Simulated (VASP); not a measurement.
Input of a VASP 6.6.1 run:

The input INCAR:

```
SYSTEM = La
PREC     = Accurate       ! precision mode
ENCUT    = 520            ! plane-wave cutoff, eV
EDIFF    = 1E-7           ! SCF threshold, eV
ISMEAR   = 0              ! smearing method
SIGMA    = 0.1            ! smearing width, eV
LREAL    = .False.        ! projectors in reciprocal space
LASPH    = .True.         ! aspherical terms in the spheres
NELM     = 120            ! most SCF steps
ALGO     = Normal         ! electronic algorithm
ISIF     = 3              ! what is computed and relaxed
LWAVE    = .False.        ! write WAVECAR
LCHARG   = .False.        ! write CHGCAR
GGA      = PE             ! functional
IBRION   = 2              ! ionic algorithm
NSW      = 60             ! ionic steps
EDIFFG   = -0.005         ! ionic threshold
POTIM    = 0.3            ! step
KPAR     = 2
```

KPOINTS

```
regular mesh
0
Gamma
  11 11 3
  0 0 0
```

The input POSCAR:

```
La                                      
1.0
    3.7728006660      0.0000000000      0.0000000000
   -1.8864003330      3.2673412179     -0.0000000000
   -0.0000000000      0.0000000000     12.0953837409
  La            
     4
Direct
     0.0000000000000000    0.0000000000000000    0.0000000000000000
     0.0000000000000000    0.0000000000000000    0.5000000000000000
     0.3333333300000021    0.6666666699999979    0.7500000000000000
     0.6666666699999979    0.3333333300000021    0.2500000000000000
```

Potentials or basis: VASP PAW PBE potentials, release 64 (La).

The run is started by

```sh
$ cat potpaw_PBE.64/La/POTCAR > POTCAR
$ mpirun -np 2 vasp_std > vasp.out
```

Question: Predict the band gap on the k mesh.

Answer: None (metal or under the smearing width).

Final structure:
```
La
1.0
     3.77280    0.00000    0.00000
    -1.88640    3.26734    0.00000
     0.00000    0.00000   12.09538
La
4
Direct
  0.00000 0.00000 0.00000
  0.00000 0.00000 0.50000
  0.33333 0.66667 0.75000
  0.66667 0.33333 0.25000
```

Caveat: the relaxation stopped at its first step, so nothing moved. The run has no spin-orbit coupling, so splittings on La are missing.
